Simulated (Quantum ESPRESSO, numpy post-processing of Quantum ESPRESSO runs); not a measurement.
# Band gap and electron mass of zincblende CdSe against volume, in PBEsol without spin-orbit coupling

The usual rule of thumb says that in a direct-gap semiconductor the light electron mass is proportional to the gap. Squeezing or stretching one crystal tests this without changing its chemistry. I want the response of three things in zincblende CdSe: the gap, the place of the band edges in the zone, and the electron mass at the conduction-band minimum. This matters wherever strain or pressure is used to tune absorption or electron transport. The volume is imposed and measured against the cell relaxed with PBEsol. The gap is the Kohn-Sham difference between the two edges, and the mass is in free-electron masses. The energy of each edge on a common scale is not shown in the table.

## Computational details

CdSe (zincblende), space group 216, 2 atoms in the cell, not the usual structure at ambient conditions. The reference is the cell relaxed to zero pressure with this functional (primitive vectors 4.303, 4.303, 4.303 angstrom). The volume is imposed; symmetry fixes the cell shape and the ion positions, so each volume is a single-point calculation without relaxation. Quantum ESPRESSO 7.5, plane waves with GBRV pseudopotentials, PBEsol, scalar-relativistic, without spin-orbit coupling, no spin polarisation, no Hubbard U; cutoff 544 eV, self-consistent k meshes 8x8x8. Band extrema were located on a dense mesh in each cell and refined; masses are central differences at 0.008 and 0.03 1/angstrom at Gamma and at 0.04 and 0.08 1/angstrom, extrapolated to zero step, elsewhere. The same in all rows: where the valence-band maximum and the conduction-band minimum lie in the zone: Gamma to Gamma.

Notes on method and selection:

- Semilocal Kohn-Sham gaps lie below measured gaps, and light masses that scale with the gap come out too small.
- Transitions to other structures, dislocations and cracks are not considered.
- Pressure against volume is the equation of state, whose slope gives the bulk modulus.
- Runs of this code whose gap, pressure or static dielectric constant lay far from a check run of another code, or whose pseudopotential file was found faulty, are left out.
- Where several measured values are on file, those far from their median are set aside and one at low and one at room temperature are shown, bulk crystals with stated uncertainty first.
- Runs that did not converge, have known faults, used another set of PAW files or may not be shown are not listed.

Columns:

- V/V0: volume over that of the reference cell.
- pressure (GPa): static pressure, positive under compression.
- band gap (eV): fundamental Kohn-Sham gap, conduction-band minimum minus valence-band maximum.
- electron mass (m_e): electron conductivity mass of the lowest valley, in free-electron masses.

## Computed values

| member | V/V0 | pressure (GPa) | band gap (eV) | electron mass (m_e) |
| --- | --- | --- | --- | --- |
| V/V0 = 0.88 | 0.88 | 8.99 | 0.682 | 0.0622 |
| V/V0 = 0.91 | 0.91 | 6.11 | 0.623 | 0.0582 |
| V/V0 = 0.94 | 0.94 | 3.69 | 0.564 | 0.0540 |
| V/V0 = 0.96 | 0.96 | 2.30 | 0.525 | 0.0512 |
| V/V0 = 0.98 | 0.98 | 1.05 | 0.486 | 0.0483 |
| V/V0 = 1.00 | 1.00 | −0.06 | 0.449 | 0.0455 |
| V/V0 = 1.02 | 1.02 | −1.05 | 0.411 | 0.0425 |
| V/V0 = 1.04 | 1.04 | −1.94 | 0.375 | 0.0396 |
| V/V0 = 1.06 | 1.06 | −2.72 | 0.339 | 0.0366 |

Least-squares fits to the whole series, with x = V/V0; R² in the fitted variables, residuals in the unit of y:

| y | members | fit | R² | rms residual | leave-one-out rms | standard deviation of y |
| --- | --- | --- | --- | --- | --- | --- |
| band gap (eV) | 9 | y = 2.3595 − 1.9091 x | 1.00 | 0.0019 | 0.0027 | 0.11 |
| electron mass (m_e) | 9 | y = 0.18784 − 0.14249 x | 1.00 | 1.4×10⁻⁴ | 2.1×10⁻⁴ | 0.0086 |

## The trend and its physics

Both edges stay at Gamma in every row, while gap and mass fall at each step of expansion. From V/V0 = 0.88 to 1.06 the gap drops to 0.339 / 0.682 = 0.50 of its value, but the mass only to 0.0366 / 0.0622 = 0.59. Strict proportionality therefore fails, and I need a model that says why.

For the gap, I start from the character of the edges. The conduction edge at Gamma is an antibonding s state and the valence edge is mainly Se p. Shorter bonds push the antibonding state up faster, so the gap opens. I assume that equal fractional changes of volume shift the gap equally:

$$E_g(x) = E_0 + a \ln x, \qquad x = V/V_0,$$

with $a$ negative.

For the mass, I let the conduction edge interact with the valence edge in second-order $k\cdot p$ theory. Without spin-orbit coupling, only the p state pointing along $k$ couples to the s state. The two repel each other, which bends the conduction band upwards, and the effect grows as the gap shrinks:

$$\frac{1}{m} = 1 + \frac{E_P}{E_g}.$$

Here $m$ is in free-electron masses and $E_P$ is twice the squared momentum matrix element divided by the free-electron mass.

A momentum matrix element scales roughly as one over the lattice parameter if the orbitals keep their shape relative to the cell. Its square then goes as

$$E_P(x) = E_{P0}\, x^{-2/3}.$$

This leaves three parameters: $E_0$, $a$ and $E_{P0}$. Because $E_{P0}$ is fixed on a computed mass, it also absorbs the effect of bands left out of the formula. Compression widens the gap, which makes the electron heavier, but it also strengthens the coupling, which takes back part of the increase.

Against pressure the gap bends much more than against volume. Its slope is (0.486 − 0.411) / (1.05 + 1.05) = 0.036 eV/GPa around the reference cell, but (0.682 − 0.623) / (8.99 − 6.11) = 0.020 eV/GPa between the two most compressed rows, chiefly because the crystal stiffens.

## The model against the table

I fix the gap on the members V/V0 = 1.00 and 0.94, and the coupling on the mass at 1.00 alone.

- $E_0$ = 0.449 eV
- $a$ = (0.564 − 0.449) / ln 0.94 = −1.86 eV
- $E_{P0}$ = 0.449 × (1 / 0.0455 − 1) = 9.42 eV

For V/V0 = 0.88:

- Gap: 0.449 − 1.86 × ln 0.88 = 0.687 eV; the table has 0.682 eV.
- Coupling: 9.42 × 0.88^(−2/3) = 10.26 eV.
- Mass: 1 / (1 + 10.26 / 0.687) = 0.0628; the table has 0.0622.

For V/V0 = 0.96:

- Gap: 0.449 − 1.86 × ln 0.96 = 0.525 eV; the table has 0.525 eV.
- Coupling: 9.42 × 0.96^(−2/3) = 9.68 eV.
- Mass: 1 / (1 + 9.68 / 0.525) = 0.0514; the table has 0.0512.

For V/V0 = 1.06:

- Gap: 0.449 − 1.86 × ln 1.06 = 0.341 eV; the table has 0.339 eV.
- Coupling: 9.42 × 1.06^(−2/3) = 9.06 eV.
- Mass: 1 / (1 + 9.06 / 0.341) = 0.0363; the table has 0.0366.

I also ran the model through the remaining rows. Over the seven gaps not used to fix it, the rms miss is 0.002 eV, against a standard deviation of 0.11 eV in the series. Over the eight masses not used, it is 0.0003, against 0.0086. The straight lines fitted to all nine rows do about as well for the gap and better for the mass, but they do not link the two quantities.

Plain proportionality, fixed on the same reference member, does far worse for the mass. It gives 0.0455 × 0.682 / 0.449 = 0.0691 at 0.88, which is too heavy by 0.0691 − 0.0622 = 0.0069.

## Residuals

Largest departures from the fit to the whole series:

| member | band gap (eV) | fit | computed − fit | in rms residuals |
| --- | --- | --- | --- | --- |
| V/V0 = 1.06 | 0.339 | 0.336 | +0.003 | 1.7 |
| V/V0 = 0.98 | 0.486 | 0.489 | −0.003 | 1.4 |
| V/V0 = 0.88 | 0.682 | 0.679 | +0.003 | 1.3 |
| V/V0 = 0.96 | 0.525 | 0.527 | −0.002 | 0.9 |

The largest miss in the gap is at V/V0 = 0.88, where the model lies 0.005 eV too high. The assumption that fails is a constant $a$. Between 0.88 and 0.94 the rows give (0.564 − 0.682) / ln(0.94 / 0.88) = −1.79 eV, and between 1.00 and 1.06 they give (0.339 − 0.449) / ln 1.06 = −1.89 eV. The gap thus responds a little less to each fractional change of volume when the crystal is compressed. The straight line errs the other way, lying 0.003 eV too low at both ends.

For the mass, the excess at 0.88 comes mostly from the gap put into the formula. At 1.06 the cause is different: even with the computed gap the model gives 1 / (1 + 9.06 / 0.339) = 0.0361, which is 0.0005 below the table. The coupling may weaken faster than $x^{-2/3}$ there, for instance because the s and p mixture of the edge states changes as the bonds stretch. The finite steps used for the mass act in the same direction, since the band is least parabolic at small gap and a finite step then makes the mass too heavy. That error can be comparable with the miss itself, so the table does not separate the two causes.

## What to take away

Between V/V0 = 0.88 and 1.06, each expansion by one per cent of the reference volume closes the gap by (0.682 − 0.339) / 18 = 0.019 eV on average. The mass follows the gap, but less than proportionally, which the model puts down mainly to a coupling between the edges that weakens on expansion.

The main limit is the semilocal functional: its gaps lie below measured ones, and the light masses come out too small with them. No measured gap is compared here, so the size of that error is left open. I would therefore carry over the direction and approximate slope of the gap, but not the absolute values. The compressed rows also describe a crystal held in zincblende, whereas real CdSe goes over to the rock-salt structure within this pressure range.
